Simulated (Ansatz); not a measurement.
**SrCl2 (Fm-3m): from the cell to its phonons**

Wanted: phonon frequencies of SrCl2 (Fm-3m) and what follows from them.

Calculated with Ansatz 0.2.0; DFT LDA, scalar-relativistic, plane waves, norm-conserving pseudopotentials.

## Step 1: Set-up

The structure is cubic, space group Fm-3m (No. 225). The conventional cell has a = 6.977 Å, b = 6.977 Å, c = 6.977 Å, α = 90.00°, β = 90.00°, γ = 90.00°. Nearest to Sr lie 8 Cl at 3.02 Å. Nearest to Cl lie 4 Sr at 3.02 Å. Farther neighbours and most contacts between anions are not listed.

## Step 2: Bringing the structure to rest

The cell and atoms are relaxed, since residual forces and stress would shift the frequencies.

Input file input.yaml:

```yaml
crystal:
  lattice:
    - [0.0, 3.48835, 3.48835]
    - [3.48835, 0.0, 3.48835]
    - [3.48835, 3.48835, 0.0]
  atoms:
    - { symbol: Sr, position: [0.0, 0.0, 0.0] }
    - { symbol: Cl, position: [0.25, 0.25, 0.25] }
    - { symbol: Cl, position: [0.75, 0.75, 0.75] }
kpoints:
  mp_grid: { grid: [6, 6, 6] }
hamiltonian:
  xc: lda
  pseudopotentials: { kind: nc }
scf:
  occupations: { method: gaussian, width: 0.02 }
output:
  forces: true
  stress: true
  eigenvalues: true
  write_density: true
  write_potential: true
  elf: true
  volumetric_format: npy
relax:
  adjacent_minimum: "off"
  f_tol: 0.005
  max_steps: 80
  cell: { stress_tol: 0.05 }
```

Launch:

```sh
$ ansatz run input.yaml --threads 4 --pin off --max-ram 7168MiB --backend cpu --events-out ev --progress --plain --runs-dir out
```

Numbers of over 12 decimals in the logs are rounded to 6 here.

The log of the run:

```text
Engine: ansatz 0.2.0, aarch64-unknown-linux-gnu
Pseudopotentials: kind: nc
Pseudopotential: Sr, nc, valence charge 10, recommended cutoff 925.187132 eV (normal), Sr.nc.azcp (PseudoDojo's, or run here from an input of PseudoDojo's: the run reads no file of this project's for it)
Pseudopotential: Cl, nc, valence charge 7, recommended cutoff 761.918815 eV (normal), Cl.nc.azcp (PseudoDojo's, or run here from an input of PseudoDojo's: the run reads no file of this project's for it)
Functional definition: SPW92
  exchange = slater_x
  correlation = pw_c
Crystal: 3 atoms, lattice volume = 84.897 Å³
Basis set: ecut = 925.187132 eV, 5521 PW (Γ)
Bands: 16, of which v1, the nominal top of the filled ones, is band 12 counted from 1 (11 counted from 0)
Symmetry: 48 space group operations
Space group: Fm-3m (ITA 225), of the structure as read, at distance tolerance 4.4e-5 Å
k-points: 16 of 216
Non-local potential: Sr, projectors of the file, l = 0: 2, l = 1: 2, l = 2: 2
Non-local potential: Cl, projectors of the file, l = 0: 2, l = 1: 2, l = 2: 2
Initial density: superposition of atomic densities (chi_scale 0.1, normalization cell, long waves kept (reshape's long-wave potential 0.00 eV rms))
Initial wavefunctions: pseudopotential atomic-orbital guess
Functional: x = slater, c = lda
SCF iter   1: F=—  HF=-1833.889292 eV  |F-HF|=—  |Δ(HF+E_count)|=         —  Δρ=4.21e-2  dr2=2.82e0  ethr=3.10e-3  ⟨swp⟩=9.0  Hψ=1857  notcnv=0
preconditioner: auto → none  [insulator: Δε(μ)=3.854 eV  Ē_g=13.208 eV  σ=0.020 eV  W_gap=1.00  n_scr=14 (ndim 8)  ℏωp=18.9 eV  f_vac=0.016  D(μ)=0.00/eV (n_scr^D=0)  ε∞_Penn≈3.0]
SCF iter   2: F=—  HF=-1832.718201 eV  |F-HF|=—  |Δ(HF+E_count)|=    1.17e0  Δρ=1.22e-2  dr2=1.87e-1  ethr=3.10e-3  ⟨swp⟩=4.8  Hψ=773  notcnv=0
SCF iter   3: F=—  HF=-1832.660250 eV  |F-HF|=—  |Δ(HF+E_count)|=   5.80e-2  Δρ=4.48e-3  dr2=1.57e-2  ethr=7.80e-4  ⟨swp⟩=2.2  Hψ=420  notcnv=0
SCF iter   4: F=—  HF=-1832.658361 eV  |F-HF|=—  |Δ(HF+E_count)|=   1.89e-3  Δρ=1.61e-3  dr2=2.85e-3  ethr=6.53e-5  ⟨swp⟩=3.1  Hψ=363  notcnv=0
SCF iter   5: F=—  HF=-1832.657972 eV  |F-HF|=—  |Δ(HF+E_count)|=   3.89e-4  Δρ=3.22e-4  dr2=6.96e-5  ethr=1.19e-5  ⟨swp⟩=3.1  Hψ=551  notcnv=0
SCF iter   6: F=—  HF=-1832.657925 eV  |F-HF|=—  |Δ(HF+E_count)|=   4.70e-5  Δρ=3.92e-5  dr2=1.89e-6  ethr=2.90e-7  ⟨swp⟩=2.8  Hψ=374  notcnv=0
SCF iter   7: F=-1832.657924 eV  HF=-1832.657924 eV  |F-HF|=6.30e-8  |Δ(HF+E_count)|=   5.17e-7  Δρ=1.12e-5  dr2=8.44e-8  ethr=4.17e-10  ⟨swp⟩=10.8  Hψ=2654  notcnv=0
SCF 1 converged in 7 iterations: F = -1832.657924 eV  dr2 = 8.44e-8
relax step   1: F+E_penalty+E_count = -1832.65792399 eV  Δ(F+E_penalty+E_count) = +0.000e0 eV  max|allowed force component| = 5.782e-19 eV/Å  Δτ_max = 0.0000 Å  P = -2.864 GPa  Ω = 84.897 Å³  (7 SCF iters, dr2 threshold 1.00e-7 eV, accepted)
Crystal: 3 atoms, lattice volume = 78.530 Å³
Basis set: ecut = 925.187132 eV, 5029 PW (Γ)
Initial density: handed on by an earlier stage of this run
Initial wavefunctions: those handed on with the density
iter 1 solved again at ethr=7.63e-5 eV; its pass at ethr=3.10e-3 eV (dr2=1.83e-2 eV) is discarded
SCF iter   1: F=—  HF=-1832.727296 eV  |F-HF|=—  |Δ(HF+E_count)|=         —  Δρ=2.91e-3  dr2=1.82e-2  ethr=7.63e-5  ⟨swp⟩=2.4  Hψ=2194  notcnv=0
preconditioner: auto → none  [insulator: Δε(μ)=5.018 eV  Ē_g=13.975 eV  σ=0.020 eV  W_gap=1.00  n_scr=14 (ndim 8)  ℏωp=19.7 eV  f_vac=0.061  D(μ)=0.00/eV (n_scr^D=0)  ε∞_Penn≈3.0]
SCF iter   2: F=—  HF=-1832.719502 eV  |F-HF|=—  |Δ(HF+E_count)|=   7.79e-3  Δρ=1.41e-3  dr2=1.97e-3  ethr=7.57e-5  ⟨swp⟩=3.9  Hψ=595  notcnv=0
SCF iter   3: F=—  HF=-1832.718859 eV  |F-HF|=—  |Δ(HF+E_count)|=   6.43e-4  Δρ=4.09e-4  dr2=1.72e-4  ethr=8.23e-6  ⟨swp⟩=2.3  Hψ=395  notcnv=0
SCF iter   4: F=—  HF=-1832.718755 eV  |F-HF|=—  |Δ(HF+E_count)|=   1.04e-4  Δρ=1.09e-4  dr2=5.41e-6  ethr=7.18e-7  ⟨swp⟩=2.8  Hψ=451  notcnv=0
SCF iter   5: F=-1832.718755 eV  HF=-1832.718755 eV  |F-HF|=2.60e-8  |Δ(HF+E_count)|=   4.11e-7  Δρ=1.49e-5  dr2=8.85e-8  ethr=1.25e-9  ⟨swp⟩=11.3  Hψ=2536  notcnv=0
SCF 2 converged in 5 iterations: F = -1832.718755 eV  dr2 = 8.85e-8
relax step   2: F+E_penalty+E_count = -1832.71875516 eV  Δ(F+E_penalty+E_count) = -6.083e-2 eV  max|allowed force component| = 8.866e-18 eV/Å  Δτ_max = 0.0000 Å  P = +0.029 GPa  Ω = 78.530 Å³  energy of the carried Pulay correction = +2.266e-4 eV  (5 SCF iters, dr2 threshold 3.00e-7 eV, accepted)
Initial wavefunctions: pseudopotential atomic-orbital guess (no wavefunctions were taken with the density)
iter 1 solved again at ethr=2.69e-7 eV; its pass at ethr=3.10e-3 eV (dr2=6.47e-5 eV) is discarded
SCF iter   1: F=—  HF=-1832.718698 eV  |F-HF|=—  |Δ(HF+E_count)|=         —  Δρ=2.92e-5  dr2=1.11e-7  ethr=2.69e-7  ⟨swp⟩=4.5  Hψ=2813  notcnv=0
preconditioner: auto → none  [insulator: Δε(μ)=5.103 eV  Ē_g=14.008 eV  σ=0.020 eV  W_gap=1.00  n_scr=14 (ndim 8)  ℏωp=19.7 eV  f_vac=0.070  D(μ)=0.00/eV (n_scr^D=0)  ε∞_Penn≈3.0]
SCF iter   2: F=—  HF=-1832.718639 eV  |F-HF|=—  |Δ(HF+E_count)|=   5.92e-5  Δρ=1.43e-5  dr2=2.76e-8  ethr=4.63e-10  ⟨swp⟩=2.4  Hψ=472  notcnv=0
SCF iter   3: F=—  HF=-1832.718639 eV  |F-HF|=—  |Δ(HF+E_count)|=   2.85e-8  Δρ=1.87e-6  dr2=3.34e-9  ethr=1.15e-10  ⟨swp⟩=2.4  Hψ=373  notcnv=0
SCF iter   4: F=—  HF=-1832.718639 eV  |F-HF|=—  |Δ(HF+E_count)|=   1.08e-9  Δρ=3.28e-7  dr2=3.96e-11  ethr=1.39e-11  ⟨swp⟩=2.0  Hψ=379  notcnv=0
SCF iter   5: F=-1832.718639 eV  HF=-1832.718639 eV  |F-HF|=1.14e-12  |Δ(HF+E_count)|=  1.05e-11  Δρ=8.11e-8  dr2=2.07e-12  ethr=1.00e-12  ⟨swp⟩=7.5  Hψ=1428  notcnv=0
SCF 3 converged in 5 iterations: F = -1832.718639 eV  dr2 = 2.07e-12
relax step   3: F+E_penalty+E_count = -1832.71863880 eV  Δ(F+E_penalty+E_count) = +1.164e-4 eV  max|allowed force component| = 8.866e-18 eV/Å  Δτ_max = 0.0000 Å  P = +0.024 GPa  Ω = 78.530 Å³  stress off target by 2.43e-2 GPa  SCF on the basis re-selected at this cell (its energy is not comparable with the rows above)  (5 SCF iters)
basis re-selected at this cell: Δ(F+E_penalty+E_count) = +1.164e-4 eV, ΔP = -0.005 GPa vs the last step (what re-selecting the basis moved, of the pressure what is left beyond the Pulay correction that the steps carried, after the strain that the cell walked since its last selection, with what the two solves' SCF thresholds leave and, on support functions, any second-order correction that the steps lacked; it is no measure of the basis error at this ecutwfc). The dense FFT grid was sized anew with the basis: this SCF ran on 48×48×48 points, the steps before it on 50×50×50, so part of this shift can come from that change (see relax.cell in the input reference). [rest of the remark cut]
SCF converged after 5 iterations
Free energy (F): -1832.718639 eV
Harris-Foulkes:  -1832.718639 eV  (|F-HF|=1.14e-12)
Internal energy: -1832.718639 eV  (E = F + TS)
E sigma→0 (E₀):  -1832.718639 eV
Fermi energy:    6.234390 eV
--- Per-component energies (eV) ---
  E_band       = -133.662232
  E_kinetic    = 554.936656
  E_local      = -1168.086307  (includes V_loc(G=0)·N_el)
  E_nonlocal   = 264.484108
  E_hartree    = 300.395081
  E_xc         = -472.019580
  E_vxc        = -385.786851  (∫ρ·V_xc dr)
  E_ewald      = -1312.428597
  E_smearing   = -0.000000  (= −TS)
  E_closure    = -0.000000  (closes the sum)
  Σ components = -1832.718639   (vs F -1832.718639, Δ=0.00e0)
--- Forces (eV/Å), atoms counted from 1 ---
  atom   1  Sr     0.00000000    -0.00000000     0.00000000
  atom   2  Cl     0.00000000    -0.00000000     0.00000000
  atom   3  Cl    -0.00000000     0.00000000    -0.00000000
  max |Σ_I F_I| component: 1.16e-18 eV/Å
--- Stress (GPa, compression-positive) ---
        0.024341      -0.000000      -0.000000
       -0.000000       0.024341       0.000000
       -0.000000       0.000000       0.024341
  P = ⅓ Tr σ = 0.0243 GPa (0.243 kbar)
--- Band table (eV; the first three rows and the last of 16) ---
  k-point 0: bands = [... 8 lower, 1.2135, 3.3065, 3.3065, 3.3065, 8.8623, 9.4632, 9.4632, 12.4429]
  k-point 1: bands = [... 8 lower, 1.4433, 2.9393, 3.1278, 3.1278, 9.5010, 9.7211, 9.7211, 11.5401]
  k-point 2: bands = [... 8 lower, 1.8761, 2.3327, 2.7501, 2.7501, 10.1005, 10.1005, 10.3169, 11.7508]
  k-point 15: bands = [... 8 lower, 1.9223, 2.7243, 3.2747, 3.5997, 9.3111, 10.7710, 10.8169, 11.1001]
--- Relaxed structure (2 steps of the walk, 2 accepted, 1 SCFs on fresh bases) ---
  F+E_penalty+E_count = -1832.71863880 eV   max|allowed force component| = 8.866e-18 eV/Å   (the final SCF, on the basis selected at the relaxed cell)
  cell:  # Å, volume = 78.5304 Å³
    - [0, 3.398881, 3.398881]
    - [3.398881, 0, 3.398881]
    - [3.398881, 3.398881, 0]
  atoms:
    - { symbol: Sr, position: [0, 0, 0] }
    - { symbol: Cl, position: [0.25, 0.25, 0.25] }
    - { symbol: Cl, position: [0.750000, 0.750000, 0.750000] }
```

Elapsed: 3.2 s, on 4 threads of Arm Neoverse V1, shared host; peak memory 0.41 GiB.

The steps of the relaxation:

```tsv
step	energy less that of the first step (eV)	largest force component (eV/Å)	pressure (GPa)	volume (Å³)
1	0.0000	0.0000	-2.86	84.90
2	-0.0608	0.0000	0.03	78.53
3*	-0.0607	0.0000	0.02	78.53
```

Relaxation steps marked * repeat the geometry before them on a plane-wave basis chosen anew for their cell, so energy and pressure can jump there.

Forces are held to the 48 operations that the run works with; a distortion that breaks them can't arise in this run.

```tsv
conventional cell, symmetrised	before	after	change
a (Å)	6.977	6.798	-2.6 %
b (Å)	6.977	6.798	-2.6 %
c (Å)	6.977	6.798	-2.6 %
volume (Å³/atom)	28.30	26.18	-7.5 %
```

The relaxed structure:

```xyz
3
Lattice="0.0000 3.3989 3.3989 3.3989 0.0000 3.3989 3.3989 3.3989 0.0000" Properties=species:S:1:pos:R:3 pbc="T T T"
Sr    0.0000    0.0000    0.0000
Cl    1.6994    1.6994    1.6994
Cl    5.0983    5.0983    5.0983
```

This step gave:

| Item | Value |
| --- | --- |
| pressure | 0.02434 GPa |
| gap on the k-mesh | 5.103 eV |
| volume per atom | 26.18 Å³ |
| direct gap on mesh | 5.103 eV |

Valence density in the ac plane of a cell with a along [110], b along [-110] and c along [001] of the cube at fractional y = 0.000, with atoms of Sr and Cl within 0.2 Å of it. It is the smooth field of the valence electrons, not physical close to the nuclei.

Ten even steps from '_' (0.0 e/Å³) to '@' (2.4 e/Å³), each cell a mean:
```
++@@==..____________..++@@++%%%%::______________::%%##
@@**::____........____::**@@%%==..____......____..==%%
::..____..--++++--..____..::::..__..::==++==::..__..::
________::**++++**::______________..==**++**==..______
______..--**::::**--______________..++++..++++..______
________::**++++++::______________..==**++**==..______
________..--++++--..________________::==++==::________
__________........____________________......__________
______________________________________________________
______________________________________________________
______________________________________________________
__________..----..__________________..::--::..________
________..==****==..______________..--****++--..______
________--**----**--______________..++++::++++..______
______..--**----**--______________..++++::**++..______
..______::++****++::______..______..--******--..______
++--..__..::----::..__..--++==::____..::--::..____::==
@@@@--________________--@@@@@@**..______________..**@@
::@@++..____________..++@@..++@@::______________::@@++
```
Columns run along a (9.6 Å), rows up along c (6.8 Å), edges of the conventional cell, whose origin can differ from the input's. Atoms in or near the plane, at fractional coordinates: Sr at (0.00, 0.00), Sr at (0.50, 0.00), Cl at (0.25, 0.25), Cl at (0.75, 0.25), Cl at (0.25, 0.75), Cl at (0.75, 0.75).

ELF in the ac plane of a cell with a along [110], b along [-110] and c along [001] of the cube at fractional y = 0.000, with atoms of Sr and Cl within 0.2 Å of it. It is the smooth field of the valence electrons, not physical close to the nuclei.

Ten even steps from '0' (0.00) to '9' (0.87), each cell a mean:
```
489302332138836961123211695
996137887326999831588852489
752279999722577315999995147
111599559951111038984798301
002798118972000059940498400
002799559972000158974798410
002589999851000037999997300
001367887530000024788874100
000012332100000001233221000
000000111000000000011100000
000135665310000002456542100
001479999741000026899986200
002699889962000148998998410
002798228972000158951598510
002698238961000048951698400
421489889941244127997997214
984269999514899623799983269
797224664128978951356531598
179400110049713971011101793
```
Columns run along a (9.6 Å), rows up along c (6.8 Å), edges of the conventional cell, whose origin can differ from the input's. Atoms in or near the plane, at fractional coordinates: Sr at (0.00, 0.00), Sr at (0.50, 0.00), Cl at (0.25, 0.25), Cl at (0.75, 0.25), Cl at (0.25, 0.75), Cl at (0.75, 0.75).

Electrostatic potential energy in the ac plane of a cell with a along [110], b along [-110] and c along [001] of the cube at fractional y = 0.000, with atoms of Sr and Cl within 0.2 Å of it. With pseudopotentials it is smooth inside the atoms' cores, unlike the true potential.

Values in eV, 10 rows by 16 columns, each cell a mean:
```
 -86  -16    5    8    8    7   -6  -68  -86  -16    5    8    8    7   -6  -68
  -3    3    4  -25  -36    1    5   -2   -3    3    4  -25  -36    1    5   -2
   8    9    1  -78 -103  -10    8    8    8    9    1  -78 -103  -10    8    8
  10   10    8   -8  -14    5   10   10   10   10    8   -8  -14    5   10   10
  10   10   10    9    9   10   10   10   10   10   10    9    9   10   10   10
  10   10   10    8    8   10   10   10   10   10   10    8    8   10   10   10
  10   10    6  -25  -36    2   10   10   10   10    6  -25  -36    2   10   10
   7    8    1  -78 -103  -10    8    7    7    8    1  -78 -103  -10    8    7
 -13    1    5   -9  -14    4    3   -9  -13    1    5   -9  -14    4    3   -9
-109  -23    5    9    9    7   -9  -89 -109  -23    5    9    9    7   -9  -89
```
Columns run along a (9.6 Å; values clipped at the 3rd and 97th percentile), rows up along c (6.8 Å), edges of the conventional cell, whose origin can differ from the input's. Atoms in or near the plane, at fractional coordinates: Sr at (0.00, 0.00), Sr at (0.50, 0.00), Cl at (0.25, 0.25), Cl at (0.75, 0.25), Cl at (0.25, 0.75), Cl at (0.75, 0.75).

In this step the volume went from 28.30 to 26.18 Å³/atom.

(Part 1 of 3 ends here.)

[Logs are printed without paths, hosts, clocks, repeated set-up lines and the standing remarks that a program may print on its own settings, such as how far it seeks lower states.]

[Hosts, paths, dates, database ids (printed as entryN), source tags and the programs' standing remarks are cut or masked in the printed files.]
